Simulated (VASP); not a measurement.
The system is MgS.

```
CELL_PARAMETERS angstrom
0.00000 2.84861 2.84861
2.84861 0.00000 2.84861
2.84861 2.84861 0.00000
ATOMIC_POSITIONS crystal
Mg 0.00000 0.00000 0.00000
S 0.75000 0.75000 0.75000
```

The cell comes from a database or a generator and needn't be the stable form of this composition.

| Item | Value |
| --- | --- |
| Program | VASP 6.6.1 |
| Task | relaxation of cell and atoms |
| Functional | PBE |
| Dispersion | D3(BJ) |
| Potentials or basis | VASP PAW PBE potentials, release 64 (Mg, S) |
| Cutoff | 600 eV |
| k mesh | 8 × 8 × 8 |
| Occupations | gaussian, width 0.02 eV |
| Spin | no spin polarisation |

At the start: pressure -2.2 GPa; volume 23.12 Å³/atom.

Problem. Where does the relaxation end?

Solution. Over 3 steps the energy falls by 6.4 meV/atom and the volume is 22.22 Å³/atom (-3.9 %); space group F-43m (No. 216, to 0.05 Å).

The path:
| step | energy change (eV) | largest force (eV/Å) | pressure (GPa) | volume (Å³) |
| --- | --- | --- | --- | --- |
| 1 | 0.0000 | 0.0000 | -2.20 | 46.23 |
| 2 | -0.0123 | 0.0000 | 0.43 | 44.14 |
| 3 | -0.0127 | 0.0000 | 0.00 | 44.44 |

Final structure:
```yaml
crystal:
  lattice:
    - [0.00000, 2.81138, 2.81138]
    - [2.81138, 0.00000, 2.81138]
    - [2.81138, 2.81138, 0.00000]
  atoms:
    - { symbol: Mg, position: [0.00000, 0.00000, 0.00000] }
    - { symbol: S, position: [0.75000, 0.75000, 0.75000] }
```
